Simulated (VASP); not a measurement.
## CaO in VASP 6.6.1, single-point calculation

INCAR

```
GGA = PE
SIGMA = 0.02
LASPH = .TRUE.
ALGO = Damped
LCHARG = .FALSE.
PREC = Accurate
IBRION = -1
LREAL = .FALSE.
LWAVE = .FALSE.
ENCUT = 520
ISMEAR = -1
TIME = 4
NSW = 0
ISIF = 2
NBANDS = 15
NELM = 67
EDIFF = 1E-7
```

KPOINTS

```
KPOINTS created by Atomic Simulation Environment
0
Gamma
10 10 10
0 0 0
```

POSCAR

```
Ca O
 1.0000000000000000
    -0.0193002784750000    2.3975501188249999    2.3975501188247987
     2.3975501188249999   -0.0193002784750000    2.3975501188247987
     2.3782498404000001    2.3782498404000001    0.0000000000495975
 Ca  O
   1   1
Cartesian
  0.0000000000000000  0.0000000000000000  0.0000000000000000
  2.3782498403750001  2.3782498403750001  2.3975501188495976
```

The recommended PBE PAW datasets give the neutral cell 16 valence electrons.

Command

```
mpirun -np 1 vasp_std
```

OSZICAR

```
N       E                     dE             d eps       ncg     rms           ort
DAV:   1     0.168579937047E+03    0.16858E+03   -0.89914E+03  2565   0.116E+03
DAV:   2     0.666107278424E+01   -0.16192E+03   -0.14919E+03  2565   0.326E+02
DAV:   3    -0.129935359004E+02   -0.19655E+02   -0.18833E+02  2565   0.113E+02
DAV:   4    -0.143587805062E+02   -0.13652E+01   -0.13370E+01  2565   0.326E+01
DAV:   5    -0.144967087102E+02   -0.13793E+00   -0.13657E+00  2565   0.856E+00
SDA:   6    -0.896817314631E+01    0.55285E+01   -0.73845E+02  2565   0.185E+02   0.000E+00
DMP:   7     0.238110869545E+03    0.24708E+03   -0.26155E+04  2565   0.642E+03  -0.665E+02
DMP:   8     0.579102156444E+03    0.34099E+03   -0.31973E+04  2565   0.783E+03  -0.923E+02
DMP:   9     0.595618592168E+03    0.16516E+02   -0.36613E+04  2565   0.894E+03  -0.125E+03
DMP:  10     0.623692537525E+03    0.28074E+02   -0.44468E+04  2565   0.110E+04  -0.963E+02
...
DMP:  59     0.247834994686E+03   -0.49711E+02   -0.32994E+03  2565   0.751E+02  -0.431E+02
DMP:  60     0.294580956784E+03    0.46746E+02   -0.68852E+03  2565   0.156E+03  -0.926E+02
DMP:  61     0.244189293952E+03   -0.50392E+02   -0.30287E+03  2565   0.687E+02  -0.409E+02
DMP:  62     0.289123995193E+03    0.44935E+02   -0.63399E+03  2565   0.143E+03  -0.900E+02
DMP:  63     0.245556698400E+03   -0.43567E+02   -0.31324E+03  2565   0.711E+02  -0.418E+02
DMP:  64     0.282122811308E+03    0.36566E+02   -0.57569E+03  2565   0.129E+03  -0.864E+02
DMP:  65     0.247482678786E+03   -0.34640E+02   -0.33344E+03  2565   0.760E+02  -0.427E+02
DMP:  66     0.278321654267E+03    0.30839E+02   -0.55349E+03  2565   0.124E+03  -0.828E+02
DMP:  67     0.253571299594E+03   -0.24750E+02   -0.38531E+03  2565   0.886E+02  -0.452E+02
   1 F= 0.25357130E+03 E0= 0.25357130E+03  d E =0.000000E+00
```

Standard output (part)

```
POSCAR found type information on POSCAR CaO
 POSCAR found :  2 types and       2 ions
 LDA part: xc-table for (Slater+PW92), standard interpolation
 POSCAR, INCAR and KPOINTS ok, starting setup
 WAVECAR not read
 entering main loop
 final diagonalization occupied
|     The electronic self-consistency was not achieved in the given           |
|     number of steps (NELM). The forces and other quantities evaluated       |
|     might not be reliable so examine the results carefully. If you find     |
|     spurious results, we suggest increasing NELM, if you were close to      |
|     convergence or switching to a different ALGO or adjusting the           |
|     density mixing parameters otherwise.                                    |
```

It didn't converge.

Question: What is wrong with this input?

Answer: Damping step far too long. It didn't converge.
